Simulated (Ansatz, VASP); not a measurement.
# NaI: VASP beside Ansatz

```xyz
2
Lattice="0.0000 3.5432 3.5432 3.5432 0.0000 3.5432 3.5432 3.5432 0.0000" Properties=species:S:1:pos:R:3 pbc="T T T"
Na    0.0000    0.0000    0.0000
I     1.7716    1.7716    1.7716
```

The cell was built by a generator and needn't be a form met in nature.

Alike in both runs: task single point; functional r2SCAN; k mesh 4 × 4 × 4; no spin polarisation.

|  | VASP | Ansatz |
| --- | --- | --- |
| version | VASP 6.6.1 | Ansatz 0.2.0 |
| potentials or method | VASP PAW PBE potentials, release 64 (Na_pv, I) | plane waves, PAW |
| plane-wave cutoff (eV) | 520 | 500 |
| occupations | gaussian, width 0.01 eV | fixed |
| valence electrons in the cell | 14 | 26 |

Ansatz gave:

| Item | Value |
| --- | --- |
| gap on the k mesh at the Fermi level (eV) | 4.42 |
| pressure (GPa) | 0.0 |

**Question.** Estimate VASP's values.

**Answer.** gap on the k mesh at the Fermi level (eV): 4.42; pressure (GPa): -0.1.

The two sets of potentials don't hold the same shells in valence.

Caveats: the PAW data sets were made with another functional, which shifts forces and pressure a little (VASP); spin-orbit coupling is left out, which moves the levels of the heavy elements. r2SCAN opens gaps a little over a GGA but as a rule still falls short of measured ones.
